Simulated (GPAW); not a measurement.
ZnS (Wurtzite-2H):

```
Zn S
1.0
     3.81100    0.00000    0.00000
    -1.90550    3.30042    0.00000
     0.00000    0.00000    6.23400
Zn S
2 2
Direct
  0.66667 0.33333 0.50000
  0.33333 0.66667 0.00000
  0.66667 0.33333 0.88500
  0.33333 0.66667 0.38500
```

```yaml
Program: GPAW 26.7.0
Task: relaxation of cell and atoms
Functional: revTPSS
Potentials_or_basis: GPAW PAW data sets (gpaw-data 1.2.1)
Cutoff: 600 eV
Basis: pw
k_mesh: 6 × 6 × 3
Occupations: fermi-dirac, width 0.05 eV
Spin: no spin polarisation
```

At the start: pressure 1.3 GPa; volume 19.60 Å³/atom.

**Question.** How do energy, volume and symmetry change on relaxing?

**Answer.** Over 7 steps the energy falls by 6.4 meV/atom and the volume is 19.92 Å³/atom (+1.6 %); space group P6_3mc (No. 186, to 0.05 Å).

Step by step:
| step | energy change (eV) | largest force (eV/Å) | pressure (GPa) | volume (Å³) |
| --- | --- | --- | --- | --- |
| 1 | 0.0000 | 0.3154 | 1.29 | 78.41 |
| 2 | -0.0070 | 0.2685 | 1.12 | 78.54 |
| 3 | -0.0243 | 0.0261 | 0.29 | 79.31 |
| 4 | -0.0245 | 0.0015 | 0.30 | 79.29 |
| 5 | -0.0247 | 0.0102 | 0.26 | 79.34 |
| 6 | -0.0252 | 0.0239 | 0.07 | 79.54 |
| 7 | -0.0254 | 0.0188 | -0.06 | 79.68 |

Final structure:
```cif
data_structure
_symmetry_space_group_name_H-M 'P 1'
_symmetry_Int_Tables_number 1
_cell_length_a 3.8346
_cell_length_b 3.8346
_cell_length_c 6.2573
_cell_angle_alpha 90.000
_cell_angle_beta 90.000
_cell_angle_gamma 120.000
_cell_volume 79.68
loop_
_atom_site_label
_atom_site_type_symbol
_atom_site_fract_x
_atom_site_fract_y
_atom_site_fract_z
_atom_site_occupancy
Zn1 Zn 0.66667 0.33333 0.50452 1
Zn2 Zn 0.33333 0.66667 0.00452 1
S1 S 0.66667 0.33333 0.88049 1
S2 S 0.33333 0.66667 0.38049 1
```

Caveat: later steps reuse the first step's grids; the PAW data sets were made with another functional, which shifts forces and pressure a little.
